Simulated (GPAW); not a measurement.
MoP: gruneisen with LDA

The system is MoP.

```
CELL_PARAMETERS angstrom
3.22300 0.00000 0.00000
-1.61150 2.79120 0.00000
0.00000 0.00000 3.19100
ATOMIC_POSITIONS crystal
Mo 0.00000 0.00000 0.00000
P 0.33333 0.66667 0.50000
```

```
Program                      : GPAW 26.7.0
Task                         : gruneisen
Functional                   : LDA
Potentials or basis          : PAW data sets generated in the run's folder for this functional
Cutoff                       : 510 eV
Basis                        : pw
k mesh                       : 10 × 10 × 8
Occupations                  : gaussian, width 0.1 eV
Spin                         : no spin polarisation
random start of the orbitals : yes
Maxiter                      : 50
Convergence                  : density=1e-06 eigenstates=1e-09
Supercell                    : 1 × 1 × 1
Supercell k mesh             : 10 × 10 × 8
Displacement                 : 0.02
Relaxed first                : cell
```

| Item | Value |
| --- | --- |
| Relaxed volume | 13.91 Å³/atom |
| Relaxed cell | a = 3.191 Å, b = 3.191 Å, c = 3.154 Å, α = 90.00°, β = 90.00°, γ = 120.00° |
| Space group after relaxing (to 0.05 Å) | P-6m2 (No. 187) |
| Pressure after relaxing | 0.0 GPa |
| Band gap on the k mesh | none (metal or under the smearing width) |
| Highest phonon frequency at Γ | 422 cm⁻¹ |

Final structure:
```yaml
crystal:
  lattice:
    - [3.19100, 0.00000, 0.00000]
    - [-1.59550, 2.76349, 0.00000]
    - [0.00000, 0.00000, 3.15388]
  atoms:
    - { symbol: Mo, position: [0.00000, 0.00000, 0.00000] }
    - { symbol: P, position: [0.33333, 0.66667, 0.50000] }
```

Levels at points of the mesh, in eV from the Fermi level:
```tsv
k point	band 8	band 9	band 10	band 11	band 12	band 13
(0.00, 0.00, 0.00)	-3.37	-0.62	0.33	0.33	4.29	4.29
(0.00, 0.00, 0.50)	-2.76	-1.74	-1.74	1.40	3.02	3.02
(0.50, 0.50, 0.00)	-3.87	-1.24	-0.41	1.79	2.46	4.81
(0.50, 0.50, 0.50)	-4.51	-1.03	1.50	1.90	3.74	5.25
```

Phonon frequencies in cm⁻¹ (negative: imaginary):
```tsv
q point	frequencies
(0.000, 0.000, 0.000)	0 0 0 414 422 422
```

Mode Grüneisen parameters of phonons at Γ, in order of frequency: 2.04, 1.46, 1.46

Wall time 21 min on 1 thread of Arm Neoverse V1 (shared host), peak memory 0.88 GiB.

Caveat: the cutoff is short for stress and forces, so pressures can be off by a GPa or more; the density grid can change from cell to cell, which puts small steps into energies and stress.
